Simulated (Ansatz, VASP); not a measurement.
**Cs: VASP beside Ansatz**

```
Cs
1.0
     3.07822   -4.42322    0.00000
     3.07822    4.42322    0.00000
    -2.62544    0.00000    4.50046
Cs
1
Direct
  0.00000 0.00000 0.50000
```

Change from the starting cell: volume scaled by 1.06.

Alike in both runs: task single point; functional PBE; k mesh 6 × 6 × 6; occupations fermi-dirac, width 0.05 eV; no spin polarisation.

|  | VASP | Ansatz |
| --- | --- | --- |
| version | VASP 6.6.1 | Ansatz 0.2.0 |
| potentials or method | VASP PAW PBE potentials, release 64 (Cs_sv) | Ansatz PAW |
| plane-wave cutoff (eV) | 520 | 420 |
| valence electrons in the cell | 9 | 9 |

|  | VASP | Ansatz | Ansatz less VASP |
| --- | --- | --- | --- |
| gap on the k mesh at the Fermi level (eV) | none | none | - |
| pressure (GPa) | -0.1 | -0.1 | +0.01 |

A gap of «none» marks a metal or a gap that the smearing closes.

Spin-orbit coupling is left out, which matters for the levels of Cs.
